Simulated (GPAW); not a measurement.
Crystal: TiSi2.

```
Ti Si
1.0
     0.00000    4.11752    4.26290
     2.38951    0.00000    4.26290
     2.38951    4.11752    0.00000
Ti Si
2 4
Direct
  0.75000 0.75000 0.75000
  0.50000 0.50000 0.50000
  0.41257 0.08743 0.41257
  0.08743 0.41257 0.08743
  0.16257 0.83743 0.16257
  0.83743 0.16257 0.83743
```

The cell is a database's computed one.

```yaml
Program: GPAW 26.7.0
Task: relaxation of cell and atoms
Functional: RPBE
Potentials_or_basis: the program's PAW data sets (release 1.2.1) made for this functional
Cutoff: 600 eV
Basis: pw
k_mesh: 5 × 5 × 5
Occupations: fermi-dirac, width 0.05 eV
Spin: no spin polarisation
```

At the start: pressure 5.1 GPa; volume 13.98 Å³/atom.

Question: How do energy, volume and symmetry change on relaxing?

Answer: Over 8 steps the energy falls by 9.2 meV/atom and the volume is 14.46 Å³/atom (+3.4 %); space group Fddd (No. 70, to 0.05 Å).

Step by step:
```tsv
step	energy change (eV)	largest force (eV/Å)	pressure (GPa)	volume (Å³)
1	0.0000	0.0500	5.07	83.88
2	-0.0093	0.0480	4.55	84.15
3	-0.0537	0.0311	0.18	86.59
4	-0.0541	0.0280	-0.01	86.71
5	-0.0543	0.0232	-0.09	86.77
6	-0.0548	0.0099	-0.17	86.83
7	-0.0550	0.0010	-0.12	86.81
8	-0.0549	0.0047	-0.03	86.76
```

Final structure:
```
Ti Si
1.0
     0.00000    4.15539    4.32867
     2.41166    0.00000    4.32867
     2.41166    4.15539    0.00000
Ti Si
2 4
Direct
  0.75000 0.75000 0.75000
  0.50000 0.50000 0.50000
  0.41083 0.08917 0.41083
  0.08917 0.41083 0.08917
  0.16083 0.83917 0.16083
  0.83917 0.16083 0.83917
```

Caveat: later steps reuse the first step's grids.
